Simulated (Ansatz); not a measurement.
Before relaxation, clean slab, lower planes held (GaAs, F-43m (No. 216), (1 1 1) face):

```xyz
16
Lattice="8.0267 0.0000 0.0000 -4.0134 6.9513 0.0000 0.0000 0.0000 20.0961" Properties=species:S:1:pos:R:3 pbc="T T T"
As    4.0134    0.0000    8.0000
As    2.0067    3.4757    8.0000
As    0.0000    0.0000    8.0000
As   -2.0067    3.4757    8.0000
Ga   -2.0067    5.7928    8.8192
Ga    0.0000    2.3171    8.8192
Ga    2.0067    5.7928    8.8192
Ga    4.0134    2.3171    8.8192
As    2.0067    5.7928   11.2769
As    4.0134    2.3171   11.2769
As   -2.0067    5.7928   11.2769
As    0.0000    2.3171   11.2769
Ga    0.0000    4.6342   12.0961
Ga    2.0067    1.1586   12.0961
Ga    4.0134    4.6342   12.0961
Ga    6.0200    1.1586   12.0961
```

Level of theory: DFT PBE+D3(BJ), scalar-relativistic, plane waves, PAW in Ansatz. Cutoff 420 eV; k points 2×2×1 on the computed 16-atom cell (Γ-centred); Gaussian smearing, width 0.05 eV; no spin polarisation. The cell repeats along c with a dipole correction in the vacuum.

Atoms 1, 2, 3, 4, 5, 6, 7, 8 (counted from 1) are held. The cell is fixed. Force threshold 0.03 eV/Å.

(1) Where does it end?

Results:

(1) The energy falls by 0.447 eV in 5 steps, to:

```yaml
crystal:
  lattice:
    - [8.02671, 0.00000, 0.00000]
    - [-4.01336, 6.95134, 0.00000]
    - [0.00000, 0.00000, 20.09611]
  atoms:
    - { symbol: As, position: [0.50000, 0.00000, 0.39809] }
    - { symbol: As, position: [0.50000, 0.50000, 0.39809] }
    - { symbol: As, position: [0.00000, 0.00000, 0.39809] }
    - { symbol: As, position: [0.00000, 0.50000, 0.39809] }
    - { symbol: Ga, position: [0.16667, 0.83333, 0.43885] }
    - { symbol: Ga, position: [0.16667, 0.33333, 0.43885] }
    - { symbol: Ga, position: [0.66667, 0.83333, 0.43885] }
    - { symbol: Ga, position: [0.66667, 0.33333, 0.43885] }
    - { symbol: As, position: [0.66667, 0.83333, 0.57330] }
    - { symbol: As, position: [0.66667, 0.33333, 0.57330] }
    - { symbol: As, position: [0.16667, 0.83333, 0.57330] }
    - { symbol: As, position: [0.16667, 0.33333, 0.57330] }
    - { symbol: Ga, position: [0.33333, 0.66667, 0.60159] }
    - { symbol: Ga, position: [0.33333, 0.16667, 0.60159] }
    - { symbol: Ga, position: [0.83333, 0.66667, 0.60159] }
    - { symbol: Ga, position: [0.83333, 0.16667, 0.60159] }
```